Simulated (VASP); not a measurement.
# A VASP 6.6.1 single-point calculation on C

INCAR

```
PREC = Accurate
NSW = 0
LWAVE = .FALSE.
ISMEAR = 0
IBRION = -1
NBANDS = 11
LASPH = .TRUE.
LREAL = .FALSE.
ALGO = VeryFast
ENCUT = 520
NELM = 69
GGA = CA
EDIFF = 1E-7
SIGMA = 0.01
ISIF = 2
LCHARG = .FALSE.
```

KPOINTS

```
KPOINTS created by Atomic Simulation Environment
0
Gamma
12 12 12
0 0 0
```

POSCAR

```
C
 1.0000000000000000
     0.0000000000000000    1.7801241435693234    1.7801241435693234
     1.7801241435693234   -0.0000000000000000    1.7801241435693234
     1.7801241435693234    1.7801241435693234   -0.0000000000000000
 C
   2
Cartesian
  0.0000000000000000  0.0000000000000000 -0.0000000000000000
  0.8900620717846617  0.8900620717846617  0.8900620717846617
```

The recommended LDA PAW datasets give the neutral cell 8 valence electrons.

Command

```
mpirun -np 1 vasp_std
```

How does this run end, and what does it give?

It converged. Results: gap between bands v and c on the k mesh 4.14 eV; least direct gap on the k mesh 5.56 eV; pressure -9.3 GPa. Band v is the last that the valence electrons fill when counted band by band, and c is the next.

OSZICAR

```
N       E                     dE             d eps       ncg     rms          rms(c)
RMM:   1     0.281404006430E+02    0.28140E+02   -0.21274E+03   792   0.501E+02
RMM:   2    -0.116819330163E+02   -0.39822E+02   -0.30637E+02   792   0.108E+02
RMM:   3    -0.199682733049E+02   -0.82863E+01   -0.41361E+01   792   0.404E+01
RMM:   4    -0.209444666133E+02   -0.97619E+00   -0.52590E+00   792   0.160E+01
RMM:   5    -0.210423977557E+02   -0.97931E-01   -0.60051E-01   792   0.529E+00
RMM:   6    -0.210521984007E+02   -0.98006E-02   -0.66693E-02   792   0.179E+00
RMM:   7    -0.210531189715E+02   -0.92057E-03   -0.73383E-03   792   0.589E-01
RMM:   8    -0.210532177105E+02   -0.98739E-04   -0.80052E-04   792   0.192E-01
RMM:   9    -0.210532277369E+02   -0.10026E-04   -0.87215E-05  1922   0.626E-02
RMM:  10    -0.210532289676E+02   -0.12308E-05   -0.10628E-05  1775   0.221E-02
RMM:  11    -0.210532290799E+02   -0.11231E-06   -0.90872E-07  1692   0.626E-03
RMM:  12    -0.210532290918E+02   -0.11850E-07   -0.10936E-07  1543   0.212E-03    0.573E+00
RMM:  13    -0.204505262002E+02    0.60270E+00   -0.22908E-01  3009   0.315E+00    0.336E+00
RMM:  14    -0.202400482279E+02    0.21048E+00   -0.24923E-01  3018   0.328E+00    0.742E-01
RMM:  15    -0.202391670690E+02    0.88116E-03   -0.10244E-03  1825   0.273E-01    0.288E-02
RMM:  16    -0.202391733536E+02   -0.62846E-05   -0.46702E-05  1807   0.740E-02    0.341E-02
RMM:  17    -0.202391754303E+02   -0.20768E-05   -0.27338E-06  1803   0.185E-02    0.169E-02
RMM:  18    -0.202391753498E+02    0.80540E-07   -0.61706E-07  1796   0.771E-03
   1 F= -.20239175E+02 E0= -.20239175E+02  d E =-.737464-104
```

For comparison, a separate LDA run of the intended cell, on usual settings and not on those above, gives a gap of 4.14 eV on its mesh and a pressure of -9.3 GPa.
